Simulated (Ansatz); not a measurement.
# Pt: the order of phases at one pressure

Aim: bring Pt in several structures (fcc, bcc, hcp, omega, sc, beta tin) to one pressure and rank them by enthalpy. The pressure is set by scaling the first phase. The runs shown use LAPW. Companion runs by PAW are cited.

Method: DFT, PBE, all-electron LAPW, scalar-relativistic, in Ansatz 0.2.0.

**1. The starting structure**

The structure is cubic, space group Fm-3m (No. 225). Conventional cell: a = 3.494 Å, b = 3.494 Å, c = 3.494 Å, α = 90.00°, β = 90.00°, γ = 90.00°. Pt (site symmetry m-3m) is surrounded by 12 Pt at 2.47 Å.

As a file:

```cif
data_structure
_symmetry_space_group_name_H-M 'P 1'
_symmetry_Int_Tables_number 1
_cell_length_a 2.4710
_cell_length_b 2.4710
_cell_length_c 2.4710
_cell_angle_alpha 60.000
_cell_angle_beta 60.000
_cell_angle_gamma 60.000
_cell_volume 10.67
loop_
_atom_site_label
_atom_site_type_symbol
_atom_site_fract_x
_atom_site_fract_y
_atom_site_fract_z
_atom_site_occupancy
Pt1 Pt 0.00000 0.00000 0.00000 1
```

**2. Fcc relaxed under pressure, LAPW**

The input, input.yaml:

```yaml
crystal:
  lattice:
    - [0.0, 1.7472383968, 1.7472383968]
    - [1.7472383968, 0.0, 1.7472383968]
    - [1.7472383968, 1.7472383968, 0.0]
  atoms:
    - { symbol: Pt, position: [0.0, 0.0, 0.0] }
kpoints:
  mp_grid: { grid: [19, 19, 19] }
scf:
  occupations: { method: fermi_dirac, width: 0.05 }
hamiltonian:
  xc: pbe
  pseudopotentials: { kind: all_electron, lapw: { basis_error: 0.0005 } }
output:
  forces: true
  stress: true
  eigenvalues: true
relax:
  f_tol: 0.005
  max_steps: 12
  cell: { p_target: 260.0, stress_tol: 0.13 }
```

Started as:

```sh
ansatz run input.yaml --threads 1 --pin off --max-ram 3584MiB --backend cpu --events-out ev --progress --plain --runs-dir out
```

Further steps of the session: Bcc relaxed under pressure, LAPW; Hcp relaxed under pressure, LAPW; Omega relaxed under pressure, LAPW; Sc relaxed under pressure, LAPW; Beta tin relaxed under pressure, LAPW.

Q: Predict the outcome of this session. Wanted: pressure; lowest (for each run or level that gives them).

As calculated:

| quantity | value |
| --- | --- |
| pressure | 260 GPa |
| lowest (LAPW) | fcc, 132.1 meV/atom under hcp |
| lowest (PAW) | fcc, 131.9 meV/atom under hcp |

What this shows: By LAPW the order is fcc < hcp < bcc < omega < beta tin < sc. By PAW the order is fcc < hcp < bcc < omega < beta tin < sc. The methods agree on the lowest phase. Only these structures were tried, with electrons smeared by 0.05 eV and without vibrations, so the true ground state may be another. The k meshes differ between phases and weren't tested, which can move differences by some meV. Spin-orbit coupling is left out, though the cell holds Pt; in elements this heavy it can shift bands and gaps by tenths of an eV.
